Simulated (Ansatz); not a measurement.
# Mg: electron density at the nuclei under pressure

```
Mg
1.0
    -1.79186    1.79186    1.79186
     1.79186   -1.79186    1.79186
     1.79186    1.79186   -1.79186
Mg
1
Direct
  0.00000 0.00000 0.00000
```

The structure comes from a relaxation in the same program, started in the bcc type, and has space group Im-3m. Whether it is a known phase or the ground state wasn't checked.

Computed with DFT, PBE, all-electron PAW with datasets made for the crystal, scalar-relativistic in Ansatz 0.2.0.

Sampling and basis: a Γ-centred 13×13×13 k mesh, Fermi–Dirac smearing of 0.05 eV, cutoff 100 eV (chosen by the program for this cell), no spin polarisation.

The contact density is the mean electron density over the nuclear volume; its changes follow the s electrons' response to bonding and compression. Changes below are taken from the unscaled cell, where it is 7805.43 e/Å³ at Mg.

| V/V(cell) | P (GPa) | Δρ(0) Mg (e/Å³) |
| --- | --- | --- |
| 0.9600 | 1.5 | -0.01 |
| 1.0000 | 0.0 | 0.00 |
| 1.0400 | -1.3 | 0.02 |

The datasets are made afresh for each cell, so very small changes are uncertain.
